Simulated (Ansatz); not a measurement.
Runs of Ansatz 0.2.0 on Sn. Symmetry: Fd-3m, No. 227, cubic system. Conventional cell: a = 6.467 Å, b = 6.467 Å, c = 6.467 Å, α = 90.00°, β = 90.00°, γ = 90.00°. Sn (site symmetry -43m) is surrounded by 4 Sn at 2.80 Å. This isn't the form of Sn at room conditions, which is tetragonal (white tin).

| level | gap on the mesh (eV) | pressure (GPa) | relaxed volume (Å³/atom) |
| --- | --- | --- | --- |
| r2SCAN | none | 0.0 | 35.41 |
| r2SCAN+D4 | none | 0.0 | 35.04 |
| r2SCAN+D3(BJ)-ATM | none | 0.0 | (a) |
| r2SCAN+D3(BJ) | none | 0.0 | (b) |
| r2SCAN+rVV10 | none | 0.0 | 34.87 |

Alike in all rows: task relaxation of cell and atoms; potentials or basis Ansatz PAW; no spin polarisation; cell relaxed; k mesh 7 × 7 × 7; cutoff (eV) 500; smearing fermi-dirac 0.05 eV.

Question: Estimate the missing entries.

Answer: (a) 34.98; (b) 34.90.

Caveats: the plane-wave basis is chosen anew once the cell has moved, so the energies of steps on either side of that aren't comparable; the PAW data sets come from PBE, with cores solved anew for the run's functional, which leaves a small shift of forces and pressure; pairwise dispersion overbinds metals, which lowers pressure and volume (some runs); the dispersion damping was fitted for another functional or another form of the correction (some runs).

A k mesh can miss the band edges, and the runs leave out spin-orbit coupling on Sn.

A gap of «none» marks a metal or a gap under the smearing width.
